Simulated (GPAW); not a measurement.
Runs of GPAW 26.7.0 on ZnS. The structure is cubic, space group F-43m (No. 216). Conventional cell: a = 5.331 Å, b = 5.331 Å, c = 5.331 Å, α = 90.00°, β = 90.00°, γ = 90.00°. Zn (site symmetry -43m) is surrounded by 4 S at 2.31 Å. Around S (site symmetry -43m) lie 4 Zn at 2.31 Å. 

```csv
task,cell,smearing,response ecut,maxiter,response k mesh,response bands,kernels,gap on the mesh (eV)
dielectric tensor,"F-43m, 18.94 Å³/atom",fermi-dirac 0.001 eV,80 eV,150,21 × 21 × 21,29,["RPA"],2.28
dielectric tensor,"F-43m, 20.12 Å³/atom",fermi-dirac 0.001 eV,80 eV,150,21 × 21 × 21,29,["RPA"],(b)
dielectric tensor,"F-43m, 20.91 Å³/atom",fermi-dirac 0.001 eV,80 eV,150,21 × 21 × 21,29,["RPA"],1.86
dielectric tensor,"F-43m, 18.54 Å³/atom",fermi-dirac 0.001 eV,80 eV,150,21 × 21 × 21,29,["RPA"],(a)
dielectric tensor,"F-43m, 19.73 Å³/atom",fermi-dirac 0.001 eV,80 eV,150,21 × 21 × 21,29,["RPA"],2.11
single point,"F-43m, 19.73 Å³/atom",fermi-dirac 0.05 eV,-,120,-,-,-,2.11
dielectric tensor,"F-43m, 20.52 Å³/atom",fermi-dirac 0.001 eV,80 eV,150,21 × 21 × 21,29,["RPA"],1.94
dielectric tensor,"F-43m, 19.33 Å³/atom",fermi-dirac 0.001 eV,80 eV,150,21 × 21 × 21,29,["RPA"],2.19
```

Alike in all rows: level PBE; potentials or basis GPAW PAW data sets (gpaw-data 1.2.1), pw; no spin polarisation; k mesh 7 × 7 × 7; cutoff (eV) 450.

Fill in the values left out.

(a) 2.38; (b) 2.02.

Caveats: the long-wavelength limit can be off by several per cent where d states take part (some runs); an odd mesh through Γ misses points on the zone boundary, where band edges often lie (some runs); the cutoff is short for stress and forces, so pressures can be off by a GPa or more (some runs).
